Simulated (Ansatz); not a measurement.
# W2COS MXene bilayer (AA) in a perpendicular field, part 2 of 3

Aim: how the W2COS MXene bilayer (AA) screens a field along its normal, and what the field does to its bands. A positive field points along +c.

Ansatz 0.2.0; plane-wave DFT, r2SCAN-D4, Ansatz PAW (the session's first sound run).

So far. Step 2 (Relaxation): The lattice constant a goes from 3.125 to 3.167 Å.

## (3) Single point, field 0

A sawtooth potential applies the field, turning back in the middle of the vacuum. With the dipole correction the typed value is the field outside the slab. The induced dipole is small, so the SCF threshold is tight.

The cell differs from the one that the last finished run ended in (c 58.184 → 30.601 Å).

Contents of input.yaml:

```yaml
crystal:
  lattice:
    - [3.1668840717, 0.0, 0.0]
    - [-1.5834420358, 2.7426020569, 0.0]
    - [0.0, 0.0, 30.6012095887]
  atoms:
    - { symbol: S, position: [0.3333333333, 0.6666666667, 0.2941060213] }
    - { symbol: W, position: [0.6666666667, 0.3333333333, 0.3475674244] }
    - { symbol: C, position: [0.0, 0.0, 0.3838197593] }
    - { symbol: W, position: [0.3333333333, 0.6666666667, 0.4182419006] }
    - { symbol: O, position: [0.6666666667, 0.3333333333, 0.454109311] }
    - { symbol: S, position: [0.3333333333, 0.6666666667, 0.5459287288] }
    - { symbol: W, position: [0.6666666667, 0.3333333333, 0.5992595462] }
    - { symbol: C, position: [0.0, 0.0, 0.6356480714] }
    - { symbol: W, position: [0.3333333333, 0.6666666667, 0.6702116803] }
    - { symbol: O, position: [0.6666666667, 0.3333333333, 0.7058939787] }
kpoints:
  mp_grid: { grid: [18, 18, 1] }
  band_path:
    path: [[0, 0, 0], [0.5, 0, 0], [0.33333333, 0.33333333, 0], [0, 0, 0]]
    npoints: 16
hamiltonian:
  xc: r2scan
  dispersion: d4
scf:
  occupations: { method: fermi_dirac, width: 0.05 }
  convergence: { dr2_threshold: 1.0e-10 }
efield:
  axis: 3
  dipole_correction: true
  ramp_position: 0.97
  ramp_width: 0.06
  amplitude: 0
output:
  dos: { projected: true, e_range: [-6, 5] }
  bader: true
  write_potential: true
  write_density: true
  volumetric_format: npy
  elf: true
```

The run is started by

```console
$ ansatz run input.yaml --threads 4 --pin off --max-ram 12288MiB --backend cpu --events-out ev --progress --plain --runs-dir out
```

Numbers of over 12 decimals in the logs are rounded to 6 here.

What it wrote:

```text
[...]
Crystal: 10 atoms, lattice volume = 265.787 Å³
Basis set: ecut = 500 eV, 6705 PW (Γ), exchange–correlation on 96×96×900 points (64 copies of the dense FFT grid, shifted against one another)
Bands: 54, of which v1, the nominal top of the filled ones, is band 44 counted from 1 (43 counted from 0)
Symmetry: 6 space group operations
[...]
k-points: 37 of 324 (time reversal used)
[...]
SCF iter   1: F=—  HF=-45043.124379 eV  |F-HF|=—  |Δ(HF+E_count)|=         —  Δρ=1.15e-2  dr2=3.18e0  dr2_τ=6.98e-1  ethr=1.77e-3  p=-0.012 e·Å  D=-8.31e-3 V/Å  ΔV_dip=0.25 eV  dr2_dipole=1.57e0  V_vac-E_F(+/−)=5.67/5.41 eV  ⟨swp⟩=9.9  Hψ=11002  notcnv=0
efield: sawtooth ramp at fractional position 0.9700 (set: `efield.ramp_position`, or a place that a band, a saddle search or an elastic batch's reference lends), width 0.0600; the density the first Hamiltonian is built on has a dipole p = -0.012 e·Å; the dipole correction subtracts the counter field D = -8.31e-3 V/Å, which shifts the + side's vacuum level by +0.25 eV against the − side's; the planar-averaged density in the ramp window peaks in size at 1.7e-5 e/Å³
[...]
SCF iter   2: F=—  HF=-45043.294057 eV  |F-HF|=—  |Δ(HF+E_count)|=   1.70e-1  Δρ=6.49e-3  dr2=2.30e-1  dr2_τ=3.56e-2  ethr=1.77e-3  p=-0.032 e·Å  D=-2.18e-2 V/Å  ΔV_dip=0.67 eV  dr2_dipole=2.79e-2  V_vac-E_F(+/−)=5.85/5.19 eV  ⟨swp⟩=2.4  Hψ=3106  notcnv=0  defer=65
[...]
SCF iter  11: F=-45043.281298 eV  HF=-45043.281298 eV  |F-HF|=1.44e-9  |Δ(HF+E_count)|=   1.80e-9  Δρ=1.65e-7  dr2=5.85e-11  dr2_τ=7.09e-12  ethr=1.00e-12  p=-0.038 e·Å  D=-2.58e-2 V/Å  ΔV_dip=0.79 eV  dr2_dipole=3.58e-12  V_vac-E_F(+/−)=5.89/5.10 eV  ⟨swp⟩=11.5  Hψ=7319  notcnv=0
SCF 1 converged in 11 iterations: F = -45043.281298 eV  dr2 = 5.85e-11
[...]
NSCF: frozen V_eff on 49 k-points
efield: sawtooth ramp at fractional position 0.9700 (kept from the solve that this one continues, or follows in the run), width 0.0600; the density the first Hamiltonian is built on has a dipole p = -0.038 e·Å; the dipole correction subtracts the counter field D = -2.58e-2 V/Å, which shifts the + side's vacuum level by +0.79 eV against the − side's; the planar-averaged density in the ramp window peaks in size at 3.7e-7 e/Å³
[...]
SCF converged after 11 iterations
Free energy (F): -45043.281298 eV
[...]
Internal energy: -45043.254214 eV  (E = F + TS)
E sigma→0 (E₀):  -45043.267756 eV
Entropy (-TS):   -0.027084 eV (-2.708 meV/atom)
Fermi energy:    4.718861 eV
Dipole field:    D = -0.025776 V/Å  (p = -0.037860 e·Å, saw-weighted, corrected)
Work function:   Φ+ = 5.8856 eV   Φ− = 5.0968 eV
Levels:          The Fermi level and band energies are counted from a zero that moves with the ramp; work functions are not
[...]
--- Band table (eV; the first three rows and the last of 37) ---
  k-point 0: bands = [... 40 lower, 3.2960, 3.2960, 3.3357, 3.3357, 3.6337, 3.7311, 5.4775, 5.4775, ... 6 higher]
  k-point 1: bands = [... 40 lower, 3.0312, 3.0738, 3.4023, 3.4473, 3.8932, 3.9775, 5.5167, 5.5292, ... 6 higher]
  k-point 2: bands = [... 40 lower, 2.6464, 2.7184, 3.5957, 3.6484, 4.2035, 4.3087, 5.5912, 5.6026, ... 6 higher]
  k-point 36: bands = [... 40 lower, 3.7322, 3.9050, 4.0121, 4.0841, 4.3876, 4.4402, 6.2219, 6.3712, ... 6 higher]
--- Bader charges: 10 sites ---
  site symbol  charge [e]  shift [e]
     0      S     -0.7715     0.0018
     1      W      1.6308     0.0037
     2      C     -1.7494     0.0036
     3      W      2.0463     0.0023
     4      O     -1.1852     0.0006
     5      S     -0.7450     0.0018
     6      W      1.6336     0.0037
     7      C     -1.7526     0.0036
     8      W      2.0624     0.0023
     9      O     -1.1694     0.0006
  estimated error of the sums over rays = 9.9e-4 e
```

Elapsed: 45 s, on 4 threads of Intel Xeon 6975P-C (Granite Rapids), shared host; peak memory 1.6 GiB; 2.9 min of CPU time.

Numbers from this step:

| Item | Value |
| --- | --- |
| energy at zero smearing | -45043.2678 eV |
| work function, upper face | 5.886 eV |
| work function, lower face | 5.097 eV |
| dipole along the normal | -0.03786 e·Å |
| step between the vacuum levels | 0.7888 eV |

Running mean over a fixed 2.6 Å (it still follows the layers) of the planar mean; the ramp of the sawtooth is left out. Electron's electrostatic potential energy less the Fermi level against z:

z (Å), electron's electrostatic potential energy less the Fermi level (eV) and a bar from the least value:
```
        4        5.1 #############################
        5        5.1 #############################
        6        5.1 #############################
        7        4.4 ############################
        8       -0.1 ######################
        9       -5.5 ##############
       10      -12.1 #####
       11      -14.2 ##
       12      -15.7 
       13      -13.1 ####
       14       -5.7 ##############
       15        0.7 #######################
       16       -1.4 ####################
       17       -8.0 ###########
       18      -12.6 ####
       19      -15.2 #
       20      -15.0 #
       21      -11.4 ######
       22       -2.8 ##################
       23        4.1 ############################
       24        5.8 ##############################
       25        5.9 ##############################
       26        5.9 ##############################
       27        5.9 ##############################
```

The density of states has structure finer than the step of the table below, so its rows give means over 0.25 eV, whole bins alone (the curve runs from -6 to 1.91 eV). Peaks (eV: height): -5.750: 16.1, -5.200: 14.1, -5.090: 17.0, -4.920: 12.0, 0.670: 13.1, 1.640: 22.3, 1.880: 19.8.

The density of states by energy, zero at the Fermi level; means over each step:

```
energy (eV)  density of states (states/eV a cell)
      -5.75                                  7.49
      -5.50                                  4.51
      -5.25                                  9.98
      -5.00                                  11.0
      -4.75                                  6.59
      -4.50                                  5.27
      -4.25                                  4.05
      -4.00                                  3.23
      -3.75                                  4.53
      -3.50                                  7.53
      -3.25                                  6.82
      -3.00                                  4.58
      -2.75                                  3.38
      -2.50                                  3.87
      -2.25                                  3.83
      -2.00                                  2.73
      -1.75                                  2.00
      -1.50                                  1.55
      -1.25                                  3.69
      -1.00                                  3.35
      -0.75                                  3.02
      -0.50                                  2.82
      -0.25                                  2.63
       0.00                                  3.09
       0.25                                  3.54
       0.50                                  3.79
       0.75                                  7.88
       1.00                                  3.57
       1.25                                  3.25
       1.50                                  9.72
       1.75                                  11.0
```

Projected DOS per atom over height of the atomic layer and energy from the Fermi level. Layers: S W C W O S W C W O from below.

Values in states/eV, 22 rows by 10 columns, each cell a mean:
```
0.58 2.83 0.34 2.46 0.43 0.44 2.54 0.34 2.19 0.36
0.10 0.86 0.23 1.11 0.15 0.08 0.77 0.21 1.06 0.14
0.06 0.66 0.09 0.92 0.07 0.06 0.68 0.10 0.99 0.08
0.15 0.86 0.21 1.78 0.12 0.15 0.88 0.21 1.81 0.13
0.14 0.56 0.11 0.80 0.10 0.13 0.56 0.11 0.80 0.10
0.14 0.51 0.09 0.61 0.11 0.14 0.50 0.09 0.60 0.11
0.16 0.42 0.08 0.51 0.11 0.17 0.44 0.09 0.53 0.12
0.23 0.46 0.10 0.52 0.15 0.24 0.45 0.11 0.51 0.16
0.50 0.39 0.17 0.59 0.24 0.51 0.38 0.17 0.58 0.25
0.22 0.19 0.08 0.28 0.12 0.21 0.18 0.08 0.25 0.12
0.27 0.29 0.09 0.27 0.18 0.30 0.31 0.10 0.28 0.20
0.42 0.51 0.12 0.40 0.29 0.45 0.51 0.12 0.38 0.29
0.57 0.38 0.14 0.23 0.33 0.73 0.40 0.17 0.24 0.37
0.78 0.56 0.13 0.31 0.32 0.71 0.58 0.13 0.32 0.34
1.49 0.75 0.28 0.29 0.68 1.68 0.76 0.32 0.26 0.70
1.46 0.49 0.30 0.16 0.65 1.13 0.42 0.24 0.13 0.56
0.64 0.34 0.17 0.17 0.49 0.60 0.38 0.17 0.17 0.52
0.67 0.51 0.19 0.27 0.61 0.67 0.58 0.19 0.26 0.64
0.75 0.65 0.25 0.35 1.04 0.85 0.78 0.30 0.36 1.26
0.90 0.93 0.44 0.63 2.32 0.58 0.76 0.47 0.85 2.98
0.42 0.46 0.33 0.51 1.50 0.57 0.45 0.24 0.34 0.78
1.08 0.85 0.51 0.49 0.74 1.06 0.82 0.43 0.43 0.59
```
Columns: height of the atomic layer (Å) from 9 to 21.6 (not evenly spaced); rows upwards: energy from the Fermi level (eV) from -5.96 to 1.87.

Electronic bands along the path, in eV, zero at the Fermi level:

```
  point  band 41  band 42  band 43  band 44  band 45  band 46  band 47  band 48
      Γ    -1.42    -1.42    -1.38    -1.38    -1.09    -0.99     0.76     0.76
halfway    -2.90    -2.71    -0.70    -0.66     0.13     0.30     1.01     1.11
      M    -2.69    -2.64     0.41     0.43     0.67     0.68     1.58     1.61
halfway    -1.92    -1.82     0.00     0.02     0.32     0.35     1.57     1.65
      K    -0.99    -0.81    -0.71    -0.63    -0.33    -0.28     1.50     1.65
halfway    -1.99    -1.88    -1.46    -1.32     0.76     0.81     1.43     1.48
      Γ    -1.42    -1.42    -1.38    -1.38    -1.09    -0.99     0.76     0.76
```

Electrostatic potential energy in the ca plane at fractional y = 0.333, with atoms of W and O within 0.2 Å of it. With pseudopotentials it is smooth inside the atoms' cores, unlike the true potential.

Ten even steps from '0' (-52 eV) to '9' (10 eV), each cell a mean:
```
35788888789999999885335788888789999999999999
01688885237999999861001588886237999999999999
00588984015999999850000488984015999999999999
02688886347999999862002688886337999999999999
46788778889999998886446788778889999999999999
88887667899999988888888887667899999999999999
88876557899999987788888876557899999999999999
78887667899999988888778887667899999999999999
```
Columns run along c (16.0 Å, from fractional 0.36 to 0.88 of the cell; values clipped at the 3rd and 97th percentile), rows up along a (3.2 Å). Atoms in or near the plane, at fractional coordinates: O at (0.45, 0.67), W at (0.60, 0.67), O at (0.71, 0.67).

ELF in the ca plane at fractional y = 0.333, with atoms of W and O within 0.2 Å of it. It is the smooth field of the valence electrons, not physical close to the nuclei.

Ten even steps from '0' (0.00) to '9' (0.85), each cell a mean:
```
00000001356633564343114888400246643564343214
00000000012226767422148889820012226767422138
00000000001137417521158659930001137417521148
00000000112326777322138899720012326777322138
00000012456643453343214787300356643453343213
00000136888874224663222221003788874223664232
00000147899875335763342100004899875335763342
00000025788873223563221232002688873223564221
```
Columns run along c (16.0 Å, from fractional 0.17 to 0.70 of the cell), rows up along a (3.2 Å). Atoms in or near the plane, at fractional coordinates: W at (0.35, 0.67), O at (0.45, 0.67), W at (0.60, 0.67).

Valence density in the ca plane at fractional y = 0.333, with atoms of W and O within 0.2 Å of it. It is the smooth field of the valence electrons, not physical close to the nuclei.

Ten even steps from '0' (0.0 e/Å³) to '9' (6.5 e/Å³), each cell a mean:
```
31000000110000000001231000000110000000000000
74100002652000000014774100002662000000000000
76100004993000000015776100003993000000000000
74100002541000000003774100002551000000000000
21000000100000000001221000000110000000000000
00000110000000000000000000110000000000000000
00011110000000000000000011110000000000000000
00000000000000000000000000000000000000000000
```
Columns run along c (16.0 Å, from fractional 0.36 to 0.88 of the cell), rows up along a (3.2 Å). Atoms in or near the plane, at fractional coordinates: O at (0.45, 0.67), W at (0.60, 0.67), O at (0.71, 0.67).

The work function of the upper face is 5.89 eV.

## (4) Single point, field 0.03 V/Å

Changes to input.yaml since step 3:

```diff
@@ -32,6 +32,4 @@
   ramp_width: 0.06
-  amplitude: 0
+  amplitude: 0.03
 output:
-  dos: { projected: true, e_range: [-6, 5] }
-  bader: true
   write_potential: true
@@ -39,2 +37 @@
   volumetric_format: npy
-  elf: true
```

What it wrote:

```text
[...]
Crystal: 10 atoms, lattice volume = 265.787 Å³
Basis set: ecut = 500 eV, 6705 PW (Γ), exchange–correlation on 96×96×900 points (64 copies of the dense FFT grid, shifted against one another)
Bands: 54, of which v1, the nominal top of the filled ones, is band 44 counted from 1 (43 counted from 0)
Symmetry: 6 space group operations
[...]
k-point 0: bands = [... 40 lower, 3.2906, 3.2906, 3.3325, 3.3325, 3.6298, 3.7274, 5.4742, 5.4742, ... 6 higher]
  k-point 1: bands = [... 40 lower, 3.0258, 3.0706, 3.3970, 3.4441, 3.8892, 3.9738, 5.5134, 5.5245, ... 6 higher]
  k-point 2: bands = [... 40 lower, 2.6412, 2.7148, 3.5906, 3.6452, 4.1993, 4.3051, 5.5872, 5.5986, ... 6 higher]
  k-point 36: bands = [... 40 lower, 3.7279, 3.9012, 4.0074, 4.0804, 4.3831, 4.4372, 6.2176, 6.3670, ... 6 higher]
[key lines of the parts left out:]
SCF converged after 11 iterations
Free energy (F): -45043.280465 eV
Fermi energy:    4.714832 eV
Dipole field:    D = -0.012045 V/Å  (p = -0.017693 e·Å, saw-weighted, corrected)
```

It took 25 s on 4 threads; peak memory 1.6 GiB.

The dipole is -0.0177 e·Å, 0.0202 e·Å from its value without field.

## (5) Atoms held, field -0.03 V/Å

Changes to input.yaml since step 4:

```diff
@@ -32,3 +32,3 @@
   ramp_width: 0.06
-  amplitude: 0.03
+  amplitude: -0.03
 output:
```

What it wrote:

```text
[...]
Crystal: 10 atoms, lattice volume = 265.787 Å³
Basis set: ecut = 500 eV, 6705 PW (Γ), exchange–correlation on 96×96×900 points (64 copies of the dense FFT grid, shifted against one another)
Bands: 54, of which v1, the nominal top of the filled ones, is band 44 counted from 1 (43 counted from 0)
Symmetry: 6 space group operations
[...]
k-point 0: bands = [... 40 lower, 3.3013, 3.3013, 3.3390, 3.3390, 3.6376, 3.7348, 5.4808, 5.4808, ... 6 higher]
  k-point 1: bands = [... 40 lower, 3.0366, 3.0770, 3.4075, 3.4506, 3.8972, 3.9812, 5.5200, 5.5338, ... 6 higher]
  k-point 2: bands = [... 40 lower, 2.6515, 2.7220, 3.6007, 3.6516, 4.2076, 4.3124, 5.5951, 5.6066, ... 6 higher]
  k-point 36: bands = [... 40 lower, 3.7364, 3.9088, 4.0168, 4.0877, 4.3921, 4.4431, 6.2263, 6.3753, ... 6 higher]
[key lines of the parts left out:]
SCF converged after 11 iterations
Free energy (F): -45043.282737 eV
Fermi energy:    4.722852 eV
Dipole field:    D = -0.039501 V/Å  (p = -0.058020 e·Å, saw-weighted, corrected)
```

Run time: 26 s. Hardware: 4 threads; peak memory 1.6 GiB; 100 s of CPU time.

The dipole is -0.0580 e·Å, -0.0202 e·Å from its value without field.

## (6) Single point, field 0.15 V/Å

Changes to input.yaml since step 5:

```diff
@@ -32,3 +32,3 @@
   ramp_width: 0.06
-  amplitude: -0.03
+  amplitude: 0.15
 output:
```

What it wrote:

```text
[...]
Crystal: 10 atoms, lattice volume = 265.787 Å³
Basis set: ecut = 500 eV, 6705 PW (Γ), exchange–correlation on 96×96×900 points (64 copies of the dense FFT grid, shifted against one another)
Bands: 54, of which v1, the nominal top of the filled ones, is band 44 counted from 1 (43 counted from 0)
Symmetry: 6 space group operations
[...]
k-point 0: bands = [... 40 lower, 3.2685, 3.2685, 3.3193, 3.3193, 3.6135, 3.7126, 5.4604, 5.4604, ... 6 higher]
  k-point 1: bands = [... 40 lower, 3.0038, 3.0576, 3.3753, 3.4311, 3.8725, 3.9589, 5.4998, 5.5055, ... 6 higher]
  k-point 2: bands = [... 40 lower, 2.6199, 2.7002, 3.5698, 3.6322, 4.1820, 4.2903, 5.5696, 5.5836, ... 6 higher]
  k-point 36: bands = [... 40 lower, 3.7101, 3.8858, 3.9879, 4.0656, 4.3644, 4.4249, 6.1996, 6.3502, ... 6 higher]
[key lines of the parts left out:]
SCF converged after 12 iterations
Free energy (F): -45043.283184 eV
Fermi energy:    4.698310 eV
Dipole field:    D = 0.042898 V/Å  (p = 0.063010 e·Å, saw-weighted, corrected)
```

Run time: 26 s. Hardware: 4 threads; peak memory 1.6 GiB; 99 s of CPU time.

The dipole is 0.0630 e·Å, 0.101 e·Å from its value without field.

## (7) Atoms held, field 0.25 V/Å

Changes to input.yaml since step 6:

```diff
@@ -32,3 +32,3 @@
   ramp_width: 0.06
-  amplitude: 0.15
+  amplitude: 0.25
 output:
```

What it wrote:

```text
[...]
Crystal: 10 atoms, lattice volume = 265.787 Å³
Basis set: ecut = 500 eV, 6705 PW (Γ), exchange–correlation on 96×96×900 points (64 copies of the dense FFT grid, shifted against one another)
Bands: 54, of which v1, the nominal top of the filled ones, is band 44 counted from 1 (43 counted from 0)
Symmetry: 6 space group operations
[...]
k-point 0: bands = [... 40 lower, 3.2493, 3.2493, 3.3082, 3.3082, 3.5992, 3.7001, 5.4484, 5.4484, ... 6 higher]
  k-point 1: bands = [... 40 lower, 2.9848, 3.0465, 3.3566, 3.4200, 3.8577, 3.9464, 5.4879, 5.4892, ... 6 higher]
  k-point 2: bands = [... 40 lower, 2.6016, 2.6878, 3.5517, 3.6211, 4.1668, 4.2778, 5.5536, 5.5714, ... 6 higher]
  k-point 36: bands = [... 40 lower, 3.6947, 3.8726, 3.9709, 4.0530, 4.3483, 4.4142, 6.1839, 6.3358, ... 6 higher]
[key lines of the parts left out:]
SCF converged after 12 iterations
Free energy (F): -45043.292848 eV
Fermi energy:    4.684041 eV
Dipole field:    D = 0.088698 V/Å  (p = 0.130282 e·Å, saw-weighted, corrected)
```

It took 27 s on 4 threads; peak memory 1.6 GiB; 1.7 min of CPU time.

The dipole is 0.130 e·Å, 0.168 e·Å from its value without field.

## (8) Single point, field -0.25 V/Å

Changes to input.yaml since step 7:

```diff
@@ -32,4 +32,6 @@
   ramp_width: 0.06
-  amplitude: 0.25
+  amplitude: -0.25
 output:
+  dos: { projected: true, e_range: [-6, 5] }
+  bader: true
   write_potential: true
@@ -37 +39,2 @@
   volumetric_format: npy
+  elf: true
```

What it wrote:

```text
[...]
Crystal: 10 atoms, lattice volume = 265.787 Å³
Basis set: ecut = 500 eV, 6705 PW (Γ), exchange–correlation on 96×96×900 points (64 copies of the dense FFT grid, shifted against one another)
Bands: 54, of which v1, the nominal top of the filled ones, is band 44 counted from 1 (43 counted from 0)
Symmetry: 6 space group operations
[...]
--- Bader charges: 10 sites ---
  site symbol  charge [e]  shift [e]
     0      S     -0.7604     0.0018
     1      W      1.6322     0.0037
     2      C     -1.7498     0.0036
     3      W      2.0461     0.0023
     4      O     -1.1854     0.0006
     5      S     -0.7448     0.0018
     6      W      1.6338     0.0037
     7      C     -1.7523     0.0036
     8      W      2.0577     0.0023
     9      O     -1.1773     0.0006
  estimated error of the sums over rays = 1.0e-3 e
[key lines of the parts left out:]
SCF converged after 14 iterations
Free energy (F): -45043.311765 eV
Fermi energy:    4.750896 eV
Dipole field:    D = -0.140150 V/Å  (p = -0.205857 e·Å, saw-weighted, corrected)
```

Elapsed: 47 s, on 4 threads; peak memory 1.6 GiB.

The dipole is -0.206 e·Å, -0.168 e·Å from its value without field.

(Continued in part 3 of 3.)

[Logs are printed without paths, hosts, clocks, repeated set-up lines and the standing remarks that a program may print on its own settings, such as how far it seeks lower states.]

[Hosts, paths, dates, database ids (printed as entryN), source tags and the programs' standing remarks are cut or masked in the printed files.]

[Maps of the electrostatic potential energy from Ansatz leave out the sawtooth potential of an applied field or a dipole correction, so their vacuum need not be flat; planar profiles and work functions include it.]

[The density of states shown here was stored with 400 of the rows of the run's finer table, so its peaks can read low, often by over a quarter, or be missed, and its means over a window can be off by a tenth or more.]
